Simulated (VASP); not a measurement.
A run of VASP 6.6.1 is set up as follows.

INCAR

```
SYSTEM = AgCl
PREC = Accurate
ENCUT = 600
EDIFF = 1E-7
ISMEAR = 0
SIGMA = 0.03
LREAL = .FALSE.
LASPH = .TRUE.
NELM = 80
ALGO = Normal
ISIF = 3
LWAVE = .FALSE.
LCHARG = .FALSE.
GGA = PS
IBRION = 2
NSW = 90
EDIFFG = -0.005
KPAR = 4
```

KPOINTS

```
Automatic mesh
0
G
  8 8 8
  0 0 0
```

File POSCAR:

```
AgCl                                    
1.0
    0.0000000000      2.7224909982      2.7224909982
    2.7224909982      0.0000000000      2.7224909982
    2.7224909982      2.7224909982     -0.0000000000
  Ag              Cl            
     1     1
Direct
     0.0000000000000000    0.0000000000000000    1.0000000000000000
     0.5000000000000000    0.5000000000000000    0.5000000000000000
```

Potentials or basis: VASP PAW PBE potentials, release 64 (Ag, Cl).

Command:

```sh
$ cat potpaw_PBE.64/Ag/POTCAR potpaw_PBE.64/Cl/POTCAR > POTCAR
$ mpirun -np 4 vasp_std > vasp.out
```

Problem. Predict the band gap on the k mesh.

Solution. 0.72 eV, indirect (least direct gap 3.23 eV).

Final structure:
```yaml
crystal:
  lattice:
    - [0.00000, 2.72249, 2.72249]
    - [2.72249, 0.00000, 2.72249]
    - [2.72249, 2.72249, 0.00000]
  atoms:
    - { symbol: Ag, position: [0.00000, 0.00000, 0.00000] }
    - { symbol: Cl, position: [0.50000, 0.50000, 0.50000] }
```

Caveat: the relaxation stopped at its first step, so nothing moved. PBEsol gaps usually lie below the measured ones, often by a third to a half.
